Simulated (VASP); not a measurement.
# Rh in VASP: relaxation of the atoms with LDA

Aim: the relaxation of the atoms of Rh with LDA.

Program: VASP 6.6.1. These are calculated values, not measurements. Logs are shortened: lines on timing, memory, paths and dates and some standing lists are left out, and cuts for length are marked.

## Step 1: Starting point

The cell holds a slab with vacuum, 4 atoms: a = 2.676 Å, b = 2.676 Å, c = 27.600 Å, α = 90.00°, β = 90.00°, γ = 120.00°.

The cell was built by a generator and needn't be a form met in nature.

## Step 2: Relaxation of the atoms, LDA

File INCAR:

```
SYSTEM = Rh
PREC = Accurate
ENCUT = 520
EDIFF = 1E-7
ISMEAR = 1
SIGMA = 0.1
LREAL = .False.
LASPH = .True.
NELM = 120
ALGO = Normal
ISIF = 2
LWAVE = .False.
LCHARG = .False.
LDIPOL = .True.
IDIPOL = 3
DIPOL = 0.5 0.5 0.500
GGA = CA
IBRION = 2
NSW = 90
EDIFFG = -0.02
KPAR = 2
```

File KPOINTS:

```
regular mesh
0
Gamma
  14 14 1
  0 0 0
```

File POSCAR:

```
Rh
1.0
    2.6764199300      0.0000000000      0.0000000000
   -1.3382099600      2.3178476100      0.0000000000
    0.0000000000      0.0000000000     27.5997616100
Rh
4
Direct
    0.6666670000      0.3333330000      0.3830253500
    0.3333340000      0.6666660000      0.4610072500
    0.0000000000      1.0000000000      0.5389927500
    0.6666670000      0.3333330000      0.6169746500
```

Potentials or basis: VASP PAW LDA potentials, release 64 (Rh_pv).

Run with:

```console
$ cat potpaw_LDA.64/Rh_pv/POTCAR > POTCAR
$ mpirun -np 2 vasp_std > vasp.out
```

OUTCAR:

```text
SYSTEM = Rh
   PREC = Accurate
   ENCUT = 520
   EDIFF = 1E-7
   ISMEAR = 1
   LREAL = .False.
   LASPH = .True.
   NELM = 120
   ISIF = 2
   GGA = CA
   IBRION = 2
   NSW = 90
   EDIFFG = -0.02

 ion  position               nearest neighbor table
   1  0.667  0.333  0.383-   2 2.65   2 2.65   2 2.65
   2  0.333  0.667  0.461-   1 2.65   1 2.65   1 2.65   3 2.65   3 2.65   3 2.65
   3  0.000  0.000  0.539-   4 2.65   4 2.65   4 2.65   2 2.65   2 2.65   2 2.65
   4  0.667  0.333  0.617-   3 2.65   3 2.65   3 2.65

  LATTYP: Found a hexagonal cell.
 ALAT       =     2.6764199300
 C/A-ratio  =    10.3121940248

  Lattice vectors:

 A1 = (   2.6764199300,   0.0000000000,   0.0000000000)
 A2 = (  -1.3382099600,   2.3178476100,   0.0000000000)
 A3 = (   0.0000000000,   0.0000000000,  27.5997616100)

Analysis of symmetry for initial positions (statically):
=====================================================================
 Subroutine PRICEL returns:
 Original cell was already a primitive cell.

 Routine SETGRP: Setting up the symmetry group for a
 hexagonal supercell.

 Subroutine GETGRP returns: Found 12 space group operations
 (whereof  6 operations were pure point group operations)
 out of a pool of 24 trial point group operations.

The static configuration has the point symmetry C_3v.
 The point group associated with its full space group is D_3d.

Analysis of symmetry for dynamics (positions and initial velocities):
=====================================================================
 Subroutine PRICEL returns:
 Original cell was already a primitive cell.

 Routine SETGRP: Setting up the symmetry group for a
 hexagonal supercell.

 Subroutine GETGRP returns: Found 12 space group operations
 (whereof  6 operations were pure point group operations)
 out of a pool of 24 trial point group operations.

The dynamic configuration has the point symmetry C_3v.
 The point group associated with its full space group is D_3d.

 Subroutine INISYM returns: Found 12 space group operations
 (whereof  6 operations are pure point group operations),
 and found     1 'primitive' translations

----------------------------------------------------------------------------------------

                                     Primitive cell

  volume of cell :     171.2160

  direct lattice vectors                    reciprocal lattice vectors
     2.676419930  0.000000000  0.000000000     0.373633445  0.215717373  0.000000000
    -1.338209960  2.317847610  0.000000000     0.000000000  0.431434748  0.000000000
     0.000000000  0.000000000 27.599761610     0.000000000  0.000000000  0.036232197

  length of vectors
     2.676419930  2.676419892 27.599761610     0.431434742  0.431434748  0.036232197

  position of ions in fractional coordinates (direct lattice)
     0.666667000  0.333333000  0.383025350
     0.333334000  0.666666000  0.461007250
     0.000000000  0.000000000  0.538992750
     0.666667000  0.333333000  0.616974650

  ion indices of the primitive-cell ions
   primitive index   ion index
                 1           1
                 2           2
                 3           3
                 4           4

----------------------------------------------------------------------------------------

 KPOINTS: regular mesh

Automatic generation of k-mesh.
 Grid dimensions read from file:
 generate k-points for:   14   14    1

 Generating k-lattice:

  Cartesian coordinates                     Fractional coordinates (reciprocal lattice)
     0.026688103  0.015408384  0.000000000     0.071428571  0.000000000  0.000000000
     0.000000000  0.030816768  0.000000000     0.000000000  0.071428571  0.000000000
     0.000000000  0.000000000  0.036232197     0.000000000  0.000000000  1.000000000

  Length of vectors
     0.030816767  0.030816768  0.036232197

  Shift w.r.t. Gamma in fractional coordinates (k-lattice)
     0.000000000  0.000000000  0.000000000

 Subroutine IBZKPT returns following result:
 ===========================================

 Found     24 irreducible k-points:

 Following reciprocal coordinates:
            Coordinates               Weight
  0.000000  0.000000  0.000000      1.000000
  0.071429  0.000000  0.000000      6.000000
  0.142857  0.000000  0.000000      6.000000
  0.214286  0.000000  0.000000      6.000000
  0.285714 -0.000000  0.000000      6.000000
  0.357143  0.000000  0.000000      6.000000
[... 16 lines left out ...]
  0.285714  0.285714  0.000000      6.000000
  0.357143  0.285714  0.000000      6.000000
   k-points           NKPTS =     24   k-points in BZ     NKDIM =     24   number of bands    NBANDS=     36
   number of dos      NEDOS =    301   number of ions     NIONS =      4
   total plane-waves  NPLWV =  84000
   dimension x,y,z NGX =    20 NGY =   20 NGZ =  210
   dimension x,y,z NGXF=    40 NGYF=   40 NGZF=  420
   ions per type =               4
   NGX,Y,Z   is equivalent  to a cutoff of  12.42, 12.42, 12.65 a.u.
   NGXF,Y,Z  is equivalent  to a cutoff of  24.85, 24.85, 25.30 a.u.
 SYSTEM =  Rh
   PREC   = accura    normal or accurate (medium, high low for compatibility)
   ISTART =      0    job   : 0-new  1-cont  2-samecut
   ICHARG =      2    charge: 1-file 2-atom 10-const
   ISPIN  =      1    spin polarized calculation?
   LNONCOLLINEAR =      F non collinear calculations
   LSORBIT =      F    spin-orbit coupling
   LASPH  =      T    aspherical Exc in radial PAW
   ENCUT  =  520.0 eV  38.22 Ry    6.18 a.u.   4.98  4.98 51.32*2*pi/ulx,y,z
   NELM   =    120;   NELMIN=  2; NELMDL= -5     # of ELM steps
   EDIFF  = 0.1E-06   stopping-criterion for ELM
   LREAL  =      F    real-space projection
   EDIFFG = -.2E-01   stopping-criterion for IOM
   NSW    =     90    number of steps for IOM
   IBRION =      2    ionic relax: 0-MD 1-quasi-New 2-CG
   NFREE  =      1    steps in history (QN), initial steepest desc. (CG)
   ISIF   =      2    stress and relaxation
   ISYM   =      2    0-nonsym 1-usesym 2-fastsym
   POTIM  = 0.5000    time-step for ionic-motion
   TEBEG  =    0.0;   TEEND  =   0.0 temperature during run
   PSTRESS=    0.0 pullay stress
   NELECT =      60.0000    total number of electrons
   NUPDOWN=      -1.0000    fix difference up-down
   EMIN   =  10.00;   EMAX   =-10.00  energy-range for DOS
   EFERMI =   0.00;   METHOD = LEGACY
   ISMEAR =     1;   SIGMA  =   0.10  broadening in eV -4-tet -1-fermi 0-gaus
   EFERMI_NEDOS =   21; number of points for ismear=-14 and -15
   IALGO  =     38    algorithm
   IMIX   =      4    mixing-type and parameters
     AMIX     =   0.40;   BMIX     =  1.00
     AMIX_MAG =   1.60;   BMIX_MAG =  1.00
  volume/ion in A,a.u.               =      42.80       288.86
  Fermi-wavevector in a.u.,A,eV,Ry     =   1.154189  2.181102 18.125045  1.332153
  Thomas-Fermi vector in A             =   2.290828
   LORBIT       =      0    0 simple, 1 ext, 2 COOP (PROOUT), +10 PAW based schemes
   GGA     = CA    functional components
   LHFCALC =     F    Hartree Fock is set to
   AEXX    =    0.0000 exact exchange contribution
   IVDW    =     0    specifies the selected vdW correction
   LEPSILON=     F    determine dielectric tensor
   LRPA    =     F    only Hartree local field effects (RPA)
 conjugate gradient relaxation of ions
 non-spin polarized calculation
 Methfessel and Paxton  Order N= 1 SIGMA  =   0.10
  energy-cutoff  :      520.00
  volume of cell :      171.22
 maximum number of plane-waves:      4679
 NGX is ok and might be reduce to    20
   NGX =  9   NGY =  9   NGZ =103

 dipolmoment           0.000000      0.000000     -0.000000 electrons x Angstroem

--------------------------------------- Ionic step        1  -------------------------------------------

 number of electron      60.0000000 magnetization

 Free energy of the ion-electron system (eV)
  ---------------------------------------------------
  ext. energy  EPLUGINS =         0.00000000
  ---------------------------------------------------
  free energy    TOTEN  =       -32.70704347 eV

  energy without entropy =      -32.70374617  energy(sigma->0) =      -32.70594437

------------------------ aborting loop because EDIFF is reached ----------------------------------------

  FORCE on cell =-STRESS in cart. coord.  units (eV):
  Direction    XX          YY          ZZ          XY          YZ          ZX
  --------------------------------------------------------------------------------------
  -------------------------------------------------------------------------------------
  Total       -4.5146552     -4.5146550     -2.1878556     -0.0000000      0.0000000     -0.0000000
  in kB      -42.2464970    -42.2464956    -20.4731546     -0.0000001      0.0000000     -0.0000000
  external PRESSURE =     -34.9887157 kB  Pullay stress =       0.0000000 kB

 VOLUME and BASIS-vectors are now :
 -----------------------------------------------------------------------------
  energy-cutoff  :      520.00
  volume of cell :      171.22
      direct lattice vectors                 reciprocal lattice vectors
     2.676419930  0.000000000  0.000000000     0.373633445  0.215717373  0.000000000
    -1.338209960  2.317847610  0.000000000     0.000000000  0.431434748  0.000000000
     0.000000000  0.000000000 27.599761610     0.000000000  0.000000000  0.036232197
[... 115 lines left out ...]
 POSITION                                       TOTAL-FORCE (eV/Angst)
 -----------------------------------------------------------------------------------
      1.33821      0.77262     10.61381         0.000000      0.000000      0.015017
      0.00000      1.54523     12.72945        -0.000000     -0.000000      0.078308
      0.00000      0.00000     14.87031        -0.000000      0.000000     -0.078308
      1.33821      0.77262     16.98595         0.000000      0.000000     -0.015017
 -----------------------------------------------------------------------------------
    total drift:                               -0.005375      0.003103      0.000352

  FREE ENERGIE OF THE ION-ELECTRON SYSTEM (eV)
  ---------------------------------------------------
  free  energy   TOTEN  =       -32.7233459426 eV

  energy  without entropy=      -32.7214253321  energy(sigma->0) =      -32.72270574

--------------------------------------- Ionic step        5  -------------------------------------------

 number of electron      60.0000004 magnetization

 dipolmoment           0.000000      0.000000      0.000000 electrons x Angstroem

 Free energy of the ion-electron system (eV)
  ---------------------------------------------------
  ext. energy  EPLUGINS =         0.00000000
  ---------------------------------------------------
  free energy    TOTEN  =       -32.72383588 eV

  energy without entropy =      -32.72166237  energy(sigma->0) =      -32.72311137

 E-fermi :   0.0268     XC(G=0):  -5.2376

 val. band max:        0.0219367533   @ k =   0.0714   0.0000   0.0000
 cond. band min:       0.0294598417   @ k =   0.1429   0.0000   0.0000
 fundamental gap:      0.0075230884
 Fermi energy:         0.0268492992

 k-point     1 :       0.0000    0.0000    0.0000
  band No.  band energies     occupation
      1     -47.0357      2.00000
      2     -46.6263      2.00000
      3     -46.3501      2.00000
      4     -46.3501      2.00000
      5     -46.2830      2.00000
      6     -46.2830      2.00000
[... 925 lines left out ...]
     35       7.2909      0.00000
     36       7.9649      0.00000

------------------------ aborting loop because EDIFF is reached ----------------------------------------

 vacuum level on the upper side and lower side of the slab       (xc-potential included)        -0.083        -0.083

  FORCE on cell =-STRESS in cart. coord.  units (eV):
  Direction    XX          YY          ZZ          XY          YZ          ZX
  --------------------------------------------------------------------------------------
  -------------------------------------------------------------------------------------
  Total       -3.8441449     -3.8441448     -0.0380512     -0.0000000      0.0000000      0.0000000
  in kB      -35.9721061    -35.9721048     -0.3560696     -0.0000001      0.0000000      0.0000000
  external PRESSURE =     -24.1000935 kB  Pullay stress =       0.0000000 kB

 VOLUME and BASIS-vectors are now :
 -----------------------------------------------------------------------------
  energy-cutoff  :      520.00
  volume of cell :      171.22
      direct lattice vectors                 reciprocal lattice vectors
     2.676419930  0.000000000  0.000000000     0.373633445  0.215717373  0.000000000
    -1.338209960  2.317847610  0.000000000     0.000000000  0.431434748  0.000000000
     0.000000000  0.000000000 27.599761610     0.000000000  0.000000000  0.036232197

 POSITION                                       TOTAL-FORCE (eV/Angst)
 -----------------------------------------------------------------------------------
      1.33821      0.77262     10.61905         0.000000      0.000000      0.000771
      0.00000      1.54523     12.73463        -0.000000     -0.000000     -0.000566
      0.00000      0.00000     14.86513        -0.000000      0.000000      0.000566
      1.33821      0.77262     16.98071        -0.000000     -0.000000     -0.000771
 -----------------------------------------------------------------------------------
    total drift:                               -0.005374      0.003103      0.000356

  FREE ENERGIE OF THE ION-ELECTRON SYSTEM (eV)
  ---------------------------------------------------
  free  energy   TOTEN  =       -32.7238358773 eV

  energy  without entropy=      -32.7216623699  energy(sigma->0) =      -32.72311137

 reached required accuracy - stopping structural energy minimisation

 vacuum level on the upper side and lower side of the slab         5.472         5.472
```

Run time: 4.6 min. Hardware: 2 MPI ranks of Intel Xeon 6975P-C (Granite Rapids), shared host; peak memory 0.26 GiB.

What came out:

* Free energy: -32.7238 eV
* Energy gained by relaxing: 4.2 meV/atom
* Ionic steps: 5
* Band gap on the k mesh: none (metal or under the smearing width)

The path:
| step | energy change (eV) | largest force (eV/Å) | pressure (GPa) |
| --- | --- | --- | --- |
| 1 | 0.0000 | 0.3571 | -3.50 |
| 2 | -0.0094 | 0.1913 | -3.12 |
| 3 | -0.0118 | 0.2434 | -2.81 |
| 4 | -0.0163 | 0.0783 | -2.53 |
| 5 | -0.0168 | 0.0008 | -2.41 |

Final structure:
```cif
data_structure
_symmetry_space_group_name_H-M 'P 1'
_symmetry_Int_Tables_number 1
_cell_length_a 2.6764
_cell_length_b 2.6764
_cell_length_c 27.5998
_cell_angle_alpha 90.000
_cell_angle_beta 90.000
_cell_angle_gamma 120.000
_cell_volume 171.22
loop_
_atom_site_label
_atom_site_type_symbol
_atom_site_fract_x
_atom_site_fract_y
_atom_site_fract_z
_atom_site_occupancy
Rh1 Rh 0.66667 0.33333 0.38475 1
Rh2 Rh 0.33333 0.66667 0.46140 1
Rh3 Rh 0.00000 0.00000 0.53860 1
Rh4 Rh 0.66667 0.33333 0.61525 1
```
